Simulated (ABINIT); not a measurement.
CdSe (Cadmoselite):

```
CELL_PARAMETERS angstrom
4.30000 0.00000 0.00000
-2.15000 3.72391 0.00000
0.00000 0.00000 7.02000
ATOMIC_POSITIONS crystal
Cd 0.66667 0.33333 0.50000
Cd 0.33333 0.66667 0.00000
Se 0.66667 0.33333 0.88500
Se 0.33333 0.66667 0.38500
```

Base run:

| Property | Result |
| --- | --- |
| Program | ABINIT 10.8.3 (patched build) |
| Functional | RPBE |
| Potentials or basis | JTH PAW PBE v2.0 |
| Cutoff | 707 eV |
| k mesh | 7 × 7 × 4 |
| Occupations | fermi-dirac, width 0.05 eV |
| Spin | no spin polarisation |

Its results: band gap on the k mesh 0.87 eV, direct; pressure 4.9 GPa; largest force 0.291 eV/Å.

Problem. After a change of settings the same cell gave: band gap on the k mesh 0.65 eV, direct; pressure 2.7 GPa; largest force 0.285 eV/Å. Which change was it?
A. functional from RPBE to PW91
B. functional from RPBE to BLYP
C. functional from RPBE to PBEsol
D. functional from RPBE to revPBE

Solution. A.

PW91 binds more tightly than RPBE, so the same cell stands under less pressure.

Caveats: the PAW data sets were made with another functional, which shifts forces and pressure a little.
